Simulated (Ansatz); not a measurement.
**Zinc-blende AlN, displaced supercell (64 atoms): support functions against a reference**

Aim: test how closely localised support functions follow the reference on zinc-blende AlN, displaced supercell (64 atoms), and at what cost. A setting counts as converged where the r.m.s. difference of forces stays under 1 % of the r.m.s. force.

Method: Kohn-Sham DFT, PBE, PAW (set soft_2), plane waves, in Ansatz 0.2.0.

### 1. The structure

The cell holds 64 atoms: 32 Al and 32 N. Its edges and angles: a = 8.761 Å, b = 8.761 Å, c = 8.760 Å, α = 90.0°, β = 90.0°, γ = 88.3°. It derives from AlN (zinc-blende), repeated 2×2×2. Zinc-blende AlN (a = 4.38 Å), 2 x 2 x 2 conventional cells, xy shear strain +3 %; every coordinate displaced by a Gaussian of 0.03 Å.

As a file:

```xyz
64
Lattice="8.7600 0.1314 0.0000 0.1314 8.7600 0.0000 0.0000 0.0000 8.7600" Properties=species:S:1:pos:R:3 pbc="T T T"
Al    0.0286    0.0049    8.7481
N     1.0943    1.1932    1.1095
Al    0.0644    2.1883    2.1879
N     1.1312    3.2646    3.2426
Al    2.3136    8.7837    2.1477
N     3.3411    1.1120    3.3102
Al    2.2706    2.2331    8.7388
N     3.3656    3.3881    1.1049
Al    8.7504    0.1426    4.3909
N     1.0557    1.0823    5.4254
Al    0.0455    2.1886    6.5932
N     1.2132    3.2948    7.6192
Al    2.1802    0.0651    6.5669
N     3.3246    1.0903    7.7016
Al    2.2517    2.1409    4.4082
N     3.3562    3.3152    5.4734
Al    8.8188    4.4775    0.0342
N     1.1489    5.4907    1.0807
Al    8.8155    6.6036    2.1576
N     1.2157    7.6424    3.3060
Al    2.2789    4.3932    2.2328
N     3.3910    5.5314    3.2609
Al    2.2741    6.6211    0.0115
N     3.3481    7.6898    1.1229
Al    0.0804    4.3580    4.3753
N     1.2058    5.4903    5.5193
Al    8.8576    6.7432    6.6071
N     1.2658    7.6936    7.6501
Al    2.2597    4.4145    6.5961
N     3.3518    5.5662    7.6248
Al    2.3085    6.6220    4.3454
N     3.4202    7.6936    5.4925
Al    4.6010    8.8233    0.0396
N     5.4713    1.1636    1.1107
Al    4.4223    2.1834    2.2021
N     5.5355    3.3013    3.2543
Al    6.6621    8.8380    2.1692
N     7.7114    1.2076    3.2918
Al    6.6009    2.2662    0.0512
N     7.7301    3.3762    1.0718
Al    4.3886    0.1167    4.4364
N     5.4945    1.1576    5.5137
Al    4.4445    2.2833    6.5609
N     5.4999    3.4036    7.7004
Al    6.5228    0.1711    6.5399
N     7.7006    1.1610    7.6378
Al    6.6013    2.2754    4.3927
N     7.7056    3.3836    5.4679
Al    4.4708    4.4528    0.0089
N     5.5563    5.5677    1.1307
Al    4.4728    6.6305    2.1917
N     5.5804    7.7897    3.3507
Al    6.6053    4.4947    2.2291
N     7.7231    5.6067    3.2754
Al    6.6845    6.6686    0.0086
N     7.8235    7.7831    1.0638
Al    4.5270    4.4404    4.3744
N     5.5782    5.5022    5.4690
Al    4.4373    6.6977    6.5283
N     5.6091    7.7122    7.6725
Al    6.6367    4.4850    6.6294
N     7.7206    5.6384    7.6851
Al    6.7058    6.7112    4.3486
N     7.7689    7.8300    5.5032
```

Before any run, some limits are plain. The Brillouin zone is sampled at Γ only, in a cell whose shortest periodic width is 9 Å.

### 2. Plane-wave single point

The first run fixes the reference, at a cutoff of 420 eV.

Input file input.yaml:

```yaml
crystal:
  lattice:
    - [8.76, 0.1314, 0.0]
    - [0.1314, 8.76, 0.0]
    - [0.0, 0.0, 8.76]
  atoms:
    - { symbol: Al, position: [0.00326, 0.00051, 0.99864] }
    - { symbol: "N", position: [0.1229, 0.13437, 0.12666] }
    - { symbol: Al, position: [0.00361, 0.24975, 0.24976] }
    - { symbol: "N", position: [0.12357, 0.37082, 0.37016] }
    [... 54 atom lines left out ...]
    - { symbol: Al, position: [0.49518, 0.75715, 0.74524] }
    - { symbol: "N", position: [0.62724, 0.87098, 0.87586] }
    - { symbol: Al, position: [0.7501, 0.50074, 0.75678] }
    - { symbol: "N", position: [0.87189, 0.63057, 0.87729] }
    - { symbol: Al, position: [0.75418, 0.75481, 0.49642] }
    - { symbol: "N", position: [0.87365, 0.88073, 0.62822] }
kpoints:
  mp_grid: { grid: [1, 1, 1] }
hamiltonian:
  xc: pbe
scf:
  occupations: { method: fermi_dirac, width: 0.025 }
output:
  forces: true
  stress: true
  populations: true
  dos:
    method: { smearing: { sigma: 0.15 } }
    de: 0.1
    projected: { site_lists: { Al: [Al], "N": ["N"] } }
  eigenvalues: true
  write_density: true
  write_potential: true
  volumetric_format: npy
```

Launch:

```sh
$ ansatz run input.yaml --threads 4 --pin off --max-ram 8192MiB --backend cpu --events-out ev --progress --plain --runs-dir out
```

The log of the run:

```text
Engine: ansatz 0.2.0, aarch64-unknown-linux-gnu
Pseudopotentials: kind: paw
Pseudopotential: Al, paw, valence charge 3, recommended cutoff 420 eV (normal), Al.paw.azcp
Pseudopotential: N, paw, valence charge 5, recommended cutoff 420 eV (normal), N.paw.azcp
[... 5 lines on functional and potentials left out ...]
Crystal: 64 atoms, lattice volume = 672.070 Å³
Basis set: ecut = 420 eV, 13177 PW (Γ), exchange–correlation on 120×120×120 points (8 copies of the dense FFT grid, shifted against one another)
Bands: 192, of which v1, the nominal top of the filled ones, is band 128 counted from 1 (127 counted from 0)
Symmetry: 1 space group operations
Space group: P1 (ITA 1), of the structure as read, at distance tolerance 8.8e-5 Å
k-points: 1
[... 5 lines on functional and potentials left out ...]
Initial density: superposition of atomic densities (neutral atoms: chi_scale 0, normalization atom), corrected by the library's trained network
Initial wavefunctions: pseudopotential atomic-orbital guess
Functional: x = pbe(κ = 0.804, μ = 0.219515), c = pbe(β = 0.066725)
SCF iter   1: F=—  HF=-29571.351932 eV  |F-HF|=—  |Δ(HF+E_count)|=         —  Δρ=1.92e-3  dr2=2.67e-2  ethr=1.77e-3  ⟨swp⟩=6.0  Hψ=879  notcnv=0  defer=31
preconditioner: auto → Resta (q_TF=auto, 2.323 Å⁻¹)  ε∞=4.0  [insulator: Δε(μ)=3.103 eV  Ē_g=13.147 eV  σ=0.025 eV  W_gap=1.00  n_scr=146 (ndim 8)  ℏωp=22.9 eV  f_vac=0.000  D(μ)=0.00/eV (n_scr^D=0)  ε∞_Penn≈4.0]
SCF iter   2: F=—  HF=-29571.346056 eV  |F-HF|=—  |Δ(HF+E_count)|=   5.88e-3  Δρ=6.12e-4  dr2=1.57e-3  ethr=1.04e-5  ⟨swp⟩=2.0  Hψ=349  notcnv=0  defer=51
SCF iter   3: F=—  HF=-29571.346920 eV  |F-HF|=—  |Δ(HF+E_count)|=   8.64e-4  Δρ=3.09e-4  dr2=4.44e-4  ethr=6.12e-7  ⟨swp⟩=2.0  Hψ=228  notcnv=0  defer=51
SCF iter   4: F=—  HF=-29571.347235 eV  |F-HF|=—  |Δ(HF+E_count)|=   3.15e-4  Δρ=6.15e-5  dr2=2.28e-5  ethr=1.73e-7  ⟨swp⟩=2.0  Hψ=228  notcnv=0  defer=51
SCF iter   5: F=—  HF=-29571.347714 eV  |F-HF|=—  |Δ(HF+E_count)|=   4.79e-4  Δρ=2.32e-5  dr2=3.25e-6  ethr=8.90e-9  ⟨swp⟩=2.0  Hψ=260  notcnv=0  defer=51
SCF iter   6: F=—  HF=-29571.347714 eV  |F-HF|=—  |Δ(HF+E_count)|=   6.90e-7  Δρ=6.25e-6  dr2=2.42e-7  ethr=1.27e-9  ⟨swp⟩=2.0  Hψ=224  notcnv=0  defer=51
SCF iter   7: F=-29571.347715 eV  HF=-29571.347715 eV  |F-HF|=3.15e-8  |Δ(HF+E_count)|=   1.19e-7  Δρ=2.78e-6  dr2=5.22e-8  ethr=3.91e-11  ⟨swp⟩=29.0  Hψ=1793  notcnv=0
SCF 1 converged in 7 iterations: F = -29571.347715 eV  dr2 = 5.22e-8
  greatest PAW one-centre occupation: 0.792 electrons in one spin orbital (limit 2), on the N atom at site 41 (counted from 0), in its partial waves of l = 0
SCF converged after 7 iterations
Free energy (F): -29571.347715 eV
Harris-Foulkes:  -29571.347715 eV  (|F-HF|=3.15e-8)
Internal energy: -29571.347715 eV  (E = F + TS)
E sigma→0 (E₀):  -29571.347715 eV
Fermi energy:    8.584912 eV
--- Per-component energies (eV) ---
  E_band       = 480.658621
  E_kinetic    = 5100.917268
  E_local      = -7177.176896  (includes V_loc(G=0)·N_el)
  E_nonlocal   = 1774.398096
  E_hartree    = 2489.595741
  E_xc         = -3256.407331
  E_vxc        = -3451.570709  (∫ρ·V_xc dr)
  E_paw        = -19045.959548  (= ΣΔE_a)
  E_vpaw       = -745.102376  (= ΣTr[D̂ρ^β])
  E_aug_tail   = 0.003131  (compensation charges beyond the density's cutoff)
  E_ewald      = -9456.718175
  E_smearing   = -0.000000  (= −TS)
  E_closure    = 0.000000  (closes the sum)
  Σ components = -29571.347715   (vs F -29571.347715, Δ=0.00e0)
--- Forces (eV/Å), atoms counted from 1 ---
  atom   1  Al     0.10770619     0.01499470     0.35988688
  atom   2  N      1.12429038    -1.47415822    -1.18938135
  atom   3  Al    -1.16421381     0.14037855     0.65364859
  atom   4  N      0.77991046     0.45366879     1.00567980
  atom   5  Al    -0.58381272     0.18096203     1.27505321
  atom   6  N     -0.67488384     0.11574427    -0.81088011
  atom   7  Al    -0.05847733     0.15225336     0.76078064
  atom   8  N      0.03071843    -1.25244433    -0.13937452
  atom   9  Al    -0.13714266    -1.01634297    -0.48282872
  atom  10  N      1.26053045     0.61873786     1.00780599
  atom  11  Al    -0.17330216     0.00787700    -0.38683632
  atom  12  N     -1.20110378    -0.26894044     0.73981260
  atom  13  Al     0.36458617    -0.61693164     0.12689897
  atom  14  N      0.33737902     0.75766929    -0.70824317
[...]
atom  63  Al    -0.43165205    -0.30290724     1.56275159
  atom  64  N      0.01357555    -0.49740838    -0.54224105
  max |Σ_I F_I| component: 3.22e-5 eV/Å
--- Stress (GPa, compression-positive) ---
        4.105401      -6.584099       0.420085
       -6.584103       3.922228       0.073328
        0.420088       0.073325       3.999049
  P = ⅓ Tr σ = 4.0089 GPa (40.089 kbar)
--- Band table (eV) ---
  k-point 0: bands = ["-8.0650", "-7.1138", "-7.0798", "-6.9588", [... 176 levels ...], "17.0213", "17.0316", "17.1044", "17.1276", "17.2008", "17.5932", "17.6324", "17.8047", "17.8555", "17.8872", "17.9240", "17.9616"]
--- Löwdin populations: 64 sites ---
  site symbol       q [e]
     0     Al      1.9241
     1      N      6.0189
     2     Al      1.9097
[...]
63      N      6.0150
  spilling = 0.007548 (of n_electrons = 256.000000)
```

Wall time 4 s (4 threads of Arm Neoverse V2, shared host); peak memory 0.68 GiB; 15 s of CPU time.

Read from the output:

```
free energy                                      : -29571.3477 eV
free energy per atom                             : -462.0523 eV/atom
SCF cycles                                       : 7
pressure                                         : 4.009 GPa
r.m.s. force component                           : 0.7631 eV/Å
longest force                                    : 3.108 eV/Å
Fermi energy                                     : 8.585 eV
gap (highest filled to lowest empty level) : 3.072 eV
spilling of the projection                       : 0.007548
```

The r.m.s. force component of 0.76 eV/Å and the pressure of 4.0 GPa set the scale for the differences below.

### 3. Support functions medium

With localised support functions most steps grow linearly with size, though the diagonalisation grows faster unless the density matrix is cut; this run measures error and cost at this size.

This step: Kohn-Sham DFT, PBE, PAW (set soft_2), localised support functions (medium) (Ansatz 0.2.0).

input.yaml, the sections that differ from step 2:

```yaml
scf:
  occupations: { method: fermi_dirac, width: 0.025 }
  eigensolver: { kind: { support_functions: { accuracy: medium } } }
  max_iter: 150
output:
  forces: true
  eigenvalues: true
# crystal, kpoints, hamiltonian: as in step 2
```

The log of the run:

```text
Warning: scf.eigensolver.kind.support_functions: disabling space-group detection — the functions' gradient is summed over unrotated k-points, so no spatial operation reduces the k-mesh or symmetrises the density; time reversal is kept, so that k and −k are solved as one point where they differ and the mesh holds both, and exact exchange and, on two spinor components, a DFT+U term hold to it where the run has them: [...]
settings of this run that can trade accuracy for cost: scf.eigensolver.kind.support_functions [...]
[...]
Crystal: 64 atoms, lattice volume = 672.070 Å³
Basis set: ecut = 420 eV, 13177 PW (Γ), exchange–correlation on 128×128×128 points (8 copies of the dense FFT grid, shifted against one another)
Bands: 154, of which v1, the nominal top of the filled ones, is band 128 counted from 1 (127 counted from 0)
Symmetry: 1 space group operations
k-points: 1
[...]
SCF iter   1: F=—  HF=-29580.538469 eV  |F-HF|=—  |Δ(HF+E_count)|=         —  Δρ=1.40e-1  dr2=1.59e2  ethr=1.00e-1
[...]
SCF iter  10: F=—  HF=-29571.518635 eV  |F-HF|=—  |Δ(HF+E_count)|=   8.82e-4  Δρ=2.47e-5  dr2=2.92e-6  ethr=2.22e-9  κ⁻¹=2.0e-8(r=7)
SCF iter  11: F=-29571.518635 eV  HF=-29571.518635 eV  |F-HF|=7.22e-8  |Δ(HF+E_count)|=   6.22e-7  Δρ=5.63e-6  dr2=1.46e-7  ethr=1.14e-9
SCF 1 converged in 11 iterations: F = -29571.522053 eV  dr2 = 1.46e-7
[...]
SCF converged after 11 iterations
Stability not checked: this state was not tested for a lower state beside it, because the mixer in use, unlike msr1, does not test its closes by its own steps (another_mixer; see scf.mixing.algorithm and scf.lower_state_search)
Free energy (F): -29571.522053 eV
[...]
Internal energy: -29571.522053 eV  (E = F + TS)
E sigma→0 (E₀):  -29571.522053 eV
Fermi energy:    8.584832 eV
[...]
Σ components = -29571.522053   (vs F -29571.522053, Δ=0.00e0)
--- Forces (eV/Å), atoms counted from 1 ---
  atom   1  Al     0.10772142     0.01462660     0.35979709
  atom   2  N      1.12518820    -1.47494581    -1.18949681
  atom   3  Al    -1.16452657     0.14043019     0.65376550
  atom   4  N      0.77965312     0.45409410     1.00593764
[...]
atom  64  N      0.01398522    -0.49799140    -0.54211910
  max |Σ_I F_I| component: 2.08e-3 eV/Å
--- Band table (eV) ---
[...]
```

Elapsed: 45 s, on 4 threads; peak memory 2.2 GiB; 3 min of CPU time.

The program notes that the band table was not solved further than the SCF left it and it switched symmetry off.

Keys that differ from the reference: support_functions.accuracy = "medium" and scf.max_iter = 150.

Forces differ from the reference by 0.28 meV/Å r.m.s., 0.037 % of their size, well within a tolerance of 1 %; the energy by -2.7 meV/atom.

### 4. Support functions low

With localised support functions most steps grow linearly with size, though the diagonalisation grows faster unless the density matrix is cut; this run measures error and cost at this size.

This step: Kohn-Sham DFT, PBE, PAW (set soft_2), localised support functions (low) (Ansatz 0.2.0).

input.yaml, the sections that differ from step 3:

```yaml
scf:
  occupations: { method: fermi_dirac, width: 0.025 }
  eigensolver: { kind: { support_functions: { accuracy: low } } }
  max_iter: 150
# crystal, kpoints, hamiltonian, output: as in step 3
```

The log of the run:

```text
[...]
Crystal: 64 atoms, lattice volume = 672.070 Å³
Basis set: ecut = 420 eV, 13177 PW (Γ), exchange–correlation on 128×128×128 points (8 copies of the dense FFT grid, shifted against one another)
Bands: 154, of which v1, the nominal top of the filled ones, is band 128 counted from 1 (127 counted from 0)
Symmetry: 1 space group operations
k-points: 1
[...]
SCF iter   1: F=—  HF=-29580.538469 eV  |F-HF|=—  |Δ(HF+E_count)|=         —  Δρ=1.40e-1  dr2=1.59e2  ethr=1.00e-1
[...]
SCF iter   8: F=—  HF=-29571.516158 eV  |F-HF|=—  |Δ(HF+E_count)|=   3.65e-3  Δρ=1.14e-4  dr2=4.20e-5  ethr=6.11e-8  κ⁻¹=2.7e-7(r=6)
SCF iter   9: F=-29571.517750 eV  HF=-29571.517754 eV  |F-HF|=3.88e-6  |Δ(HF+E_count)|=   1.60e-3  Δρ=3.21e-5  dr2=5.67e-6  ethr=1.64e-8
SCF 1 converged in 9 iterations: F = -29571.522052 eV  dr2 = 5.67e-6
[...]
SCF converged after 9 iterations
[...]
Free energy (F): -29571.522052 eV
[...]
Internal energy: -29571.522052 eV  (E = F + TS)
E sigma→0 (E₀):  -29571.522052 eV
Fermi energy:    8.585089 eV
[...]
Σ components = -29571.522052   (vs F -29571.522052, Δ=0.00e0)
--- Forces (eV/Å), atoms counted from 1 ---
  atom   1  Al     0.10778518     0.01456673     0.35979254
  atom   2  N      1.12520040    -1.47489977    -1.18949201
  atom   3  Al    -1.16464059     0.14036675     0.65378128
  atom   4  N      0.77966148     0.45409927     1.00594722
[...]
atom  64  N      0.01395322    -0.49795378    -0.54205686
  max |Σ_I F_I| component: 3.61e-3 eV/Å
--- Band table (eV) ---
[...]
```

Elapsed: 42 s, on 4 threads; peak memory 2.2 GiB; 2.7 min of CPU time.

Keys that differ from the reference: support_functions.accuracy = "low" and scf.max_iter = 150.

Forces differ from the reference by 0.28 meV/Å r.m.s., 0.037 % of their size, well within a tolerance of 1 %; the energy by -2.7 meV/atom.

### 5. Support functions high

With localised support functions most steps grow linearly with size, though the diagonalisation grows faster unless the density matrix is cut; this run measures error and cost at this size.

This step: Kohn-Sham DFT, PBE, PAW (set soft_2), localised support functions (high) (Ansatz 0.2.0).

input.yaml, the sections that differ from step 4:

```yaml
scf:
  occupations: { method: fermi_dirac, width: 0.025 }
  eigensolver: { kind: { support_functions: { accuracy: high } } }
  max_iter: 150
# crystal, kpoints, hamiltonian, output: as in step 4
```

The log of the run:

```text
[...]
Crystal: 64 atoms, lattice volume = 672.070 Å³
Basis set: ecut = 420 eV, 13177 PW (Γ), exchange–correlation on 144×144×144 points (8 copies of the dense FFT grid, shifted against one another)
Bands: 154, of which v1, the nominal top of the filled ones, is band 128 counted from 1 (127 counted from 0)
Symmetry: 1 space group operations
k-points: 1
[...]
SCF iter   1: F=—  HF=-29582.467519 eV  |F-HF|=—  |Δ(HF+E_count)|=         —  Δρ=1.41e-1  dr2=1.62e2  ethr=1.00e-1
[...]
SCF iter  12: F=—  HF=-29571.523952 eV  |F-HF|=—  |Δ(HF+E_count)|=   2.04e-6  Δρ=6.01e-6  dr2=1.83e-7  ethr=2.64e-10  κ⁻¹=7.2e-7(r=7)
SCF iter  13: F=-29571.523953 eV  HF=-29571.523953 eV  |F-HF|=3.57e-10  |Δ(HF+E_count)|=   8.66e-7  Δρ=7.57e-7  dr2=5.14e-9  ethr=7.13e-11
SCF 1 converged in 13 iterations: F = -29571.523955 eV  dr2 = 5.14e-9
[...]
SCF converged after 13 iterations
[...]
Free energy (F): -29571.523955 eV
[...]
Internal energy: -29571.523955 eV  (E = F + TS)
E sigma→0 (E₀):  -29571.523955 eV
Fermi energy:    8.584817 eV
[...]
Σ components = -29571.523955   (vs F -29571.523955, Δ=0.00e0)
--- Forces (eV/Å), atoms counted from 1 ---
  atom   1  Al     0.10771917     0.01490239     0.35981300
  atom   2  N      1.12517920    -1.47510004    -1.18965079
  atom   3  Al    -1.16448626     0.14058257     0.65375839
  atom   4  N      0.77973622     0.45416477     1.00601948
[...]
atom  64  N      0.01401958    -0.49815399    -0.54229048
  max |Σ_I F_I| component: 1.47e-4 eV/Å
--- Band table (eV) ---
[...]
```

Elapsed: 2.3 min, on 4 threads; peak memory 3.8 GiB.

Keys that differ from the reference: support_functions.accuracy = "high" and scf.max_iter = 150.

Forces differ from the reference by 0.29 meV/Å r.m.s., 0.039 % of their size, well within a tolerance of 1 %; the energy by -2.8 meV/atom.

### 6. Support functions medium, radius 3.35 Å

The radius confines each support function; a larger one gives more freedom and more work per atom.

This step: Kohn-Sham DFT, PBE, PAW (set soft_2), localised support functions (medium) (Ansatz 0.2.0).

input.yaml, the sections that differ from step 5:

```yaml
scf:
  occupations: { method: fermi_dirac, width: 0.025 }
  eigensolver: { kind: { support_functions: { accuracy: medium, radius: 3.35 } } }
  max_iter: 150
# crystal, kpoints, hamiltonian, output: as in step 5
```

The log of the run:

```text
[...]
Crystal: 64 atoms, lattice volume = 672.070 Å³
Basis set: ecut = 420 eV, 13177 PW (Γ), exchange–correlation on 128×128×128 points (8 copies of the dense FFT grid, shifted against one another)
Bands: 154, of which v1, the nominal top of the filled ones, is band 128 counted from 1 (127 counted from 0)
Symmetry: 1 space group operations
k-points: 1
[...]
SCF iter   1: F=—  HF=-29578.970881 eV  |F-HF|=—  |Δ(HF+E_count)|=         —  Δρ=1.39e-1  dr2=1.58e2  ethr=1.00e-1
[...]
SCF iter  10: F=—  HF=-29571.516561 eV  |F-HF|=—  |Δ(HF+E_count)|=   1.26e-3  Δρ=2.58e-5  dr2=3.23e-6  ethr=2.80e-9  κ⁻¹=2.2e-8(r=7)
SCF iter  11: F=-29571.516560 eV  HF=-29571.516560 eV  |F-HF|=3.07e-9  |Δ(HF+E_count)|=   7.98e-7  Δρ=4.45e-6  dr2=7.10e-8  ethr=1.26e-9
SCF 1 converged in 11 iterations: F = -29571.522053 eV  dr2 = 7.10e-8
[...]
SCF converged after 11 iterations
[...]
Free energy (F): -29571.522053 eV
[...]
Internal energy: -29571.522053 eV  (E = F + TS)
E sigma→0 (E₀):  -29571.522053 eV
Fermi energy:    8.584807 eV
[...]
Σ components = -29571.522053   (vs F -29571.522053, Δ=0.00e0)
--- Forces (eV/Å), atoms counted from 1 ---
  atom   1  Al     0.10771771     0.01471471     0.35980180
  atom   2  N      1.12519580    -1.47490655    -1.18935944
  atom   3  Al    -1.16457927     0.14045951     0.65381625
  atom   4  N      0.77980096     0.45429718     1.00600882
[...]
atom  64  N      0.01412198    -0.49781701    -0.54210835
  max |Σ_I F_I| component: 3.52e-3 eV/Å
--- Band table (eV) ---
[...]
```

The job ended after 44 s (4 threads; peak memory 2.1 GiB; 2.8 min of CPU time).

Keys that differ from the reference: support_functions.accuracy = "medium", support_functions.radius = 3.35 and scf.max_iter = 150.

Forces differ from the reference by 0.31 meV/Å r.m.s., 0.040 % of their size, well within a tolerance of 1 %; the energy by -2.7 meV/atom.

[end of part 1 of 3]

[Long decimals in the printed logs are rounded to 6 places.]

[Logs are printed without paths, hosts, clocks, repeated set-up lines and the standing remarks that a program may print on its own settings, such as how far it seeks lower states.]

[Hosts, paths, dates, database ids (printed as entryN), source tags and the programs' standing remarks are cut or masked in the printed files.]
